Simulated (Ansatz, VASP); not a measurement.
**Na in VASP and in Ansatz**

```
Na
1.0
    -2.08633    2.08633    2.08633
     2.08633   -2.08633    2.08633
     2.08633    2.08633   -2.08633
Na
1
Direct
  0.00000 0.00000 0.00000
```

Alike in both runs: task single point; functional PBEsol; k mesh 12 × 12 × 12; occupations gaussian, width 0.05 eV; no spin polarisation.

```csv
,VASP,Ansatz
version,VASP 6.6.1,Ansatz 0.2.0
potentials or method,"VASP PAW PBE potentials, release 64 (Na_pv)","scalar-relativistic, plane waves, PAW"
plane-wave cutoff (eV),520,420
valence electrons in the cell,7,9
```

|  | VASP | Ansatz | Ansatz less VASP |
| --- | --- | --- | --- |
| gap on the k mesh at the Fermi level (eV) | none | none | - |
| pressure (GPa) | 0.0 | 0.0 | -0.05 |

A gap of «none» marks a metal or a gap that the smearing closes. The functional is the same, so the differences come from potentials, cutoffs and numerics. The two sets of potentials don't hold the same shells in valence.

Caveats: the PAW data sets were made with another functional, which shifts forces and pressure a little (VASP).
